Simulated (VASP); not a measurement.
**C: single point with LDA**

C:

```
CELL_PARAMETERS angstrom
7.07000 0.00000 0.00000
0.00000 7.07000 0.00000
0.00000 0.00000 7.07000
ATOMIC_POSITIONS crystal
C 0.50000 0.00000 0.00000
C 0.75000 0.25000 0.00000
C 0.75000 0.00000 0.25000
C 0.00000 0.00000 0.00000
C 0.25000 0.25000 0.00000
C 0.50000 0.50000 0.00000
C 0.75000 0.75000 0.00000
C 0.25000 0.00000 0.25000
C 0.50000 0.25000 0.25000
C 0.75000 0.50000 0.25000
C 0.50000 0.00000 0.50000
C 0.75000 0.25000 0.50000
C 0.75000 0.00000 0.75000
C 0.00000 0.50000 0.00000
C 0.25000 0.75000 0.00000
C 0.00000 0.25000 0.25000
C 0.25000 0.50000 0.25000
C 0.50000 0.75000 0.25000
C 0.00000 0.00000 0.50000
C 0.25000 0.25000 0.50000
C 0.50000 0.50000 0.50000
C 0.75000 0.75000 0.50000
C 0.25000 0.00000 0.75000
C 0.50000 0.25000 0.75000
C 0.75000 0.50000 0.75000
C 0.00000 0.75000 0.25000
C 0.00000 0.50000 0.50000
C 0.25000 0.75000 0.50000
C 0.00000 0.25000 0.75000
C 0.25000 0.50000 0.75000
C 0.50000 0.75000 0.75000
C 0.00000 0.75000 0.75000
C 0.62500 0.12500 0.12500
C 0.87500 0.37500 0.12500
C 0.87500 0.12500 0.37500
C 0.12500 0.12500 0.12500
C 0.37500 0.37500 0.12500
C 0.62500 0.62500 0.12500
C 0.87500 0.87500 0.12500
C 0.37500 0.12500 0.37500
C 0.62500 0.37500 0.37500
C 0.87500 0.62500 0.37500
C 0.62500 0.12500 0.62500
C 0.87500 0.37500 0.62500
C 0.87500 0.12500 0.87500
C 0.12500 0.62500 0.12500
C 0.37500 0.87500 0.12500
C 0.12500 0.37500 0.37500
C 0.37500 0.62500 0.37500
C 0.62500 0.87500 0.37500
C 0.12500 0.12500 0.62500
C 0.37500 0.37500 0.62500
C 0.62500 0.62500 0.62500
C 0.87500 0.87500 0.62500
C 0.37500 0.12500 0.87500
C 0.62500 0.37500 0.87500
C 0.87500 0.62500 0.87500
C 0.12500 0.87500 0.37500
C 0.12500 0.62500 0.62500
C 0.37500 0.87500 0.62500
C 0.12500 0.37500 0.87500
C 0.37500 0.62500 0.87500
C 0.62500 0.87500 0.87500
C 0.12500 0.87500 0.87500
```

The cell was built by a generator and needn't be a form met in nature.

```json
{"Program": "VASP 6.6.1", "Task": "single point", "Functional": "LDA", "Potentials or basis": "VASP PAW LDA potentials, release 64 (C)", "Cutoff": "450 eV", "k mesh": "2 × 2 × 2", "Occupations": "fermi-dirac, width 0.05 eV", "Spin": "no spin polarisation"}
```

The band gap on the k mesh is 4.17 eV.

Levels at points of the mesh, in eV from the valence-band top:
```tsv
k point	band 125	band 126	band 127	band 128	band 129	band 130	band 131	band 132
(0.00, 0.00, 0.00)	-2.86	0.00	0.00	0.00	4.49	4.49	4.49	4.49
(0.50, 0.00, 0.00)	-1.77	-1.77	-1.28	-1.28	4.17	4.17	5.22	5.22
(0.50, 0.50, 0.00)	-0.77	-0.77	-0.77	-0.77	5.69	5.69	5.69	5.69
(0.50, 0.50, 0.50)	-1.78	-1.78	-1.78	-1.78	6.11	6.11	6.11	6.11
```

Wall time 3.6 min on 1 thread of Intel(R) Xeon(R) Platinum 8488C (Sapphire Rapids), with other jobs on the host, peak memory 0.32 GiB.

Caveat: the k mesh is coarse (spacing up to 0.44 Å⁻¹), so the values aren't converged. As with any semilocal functional, this LDA gap is likely too small.
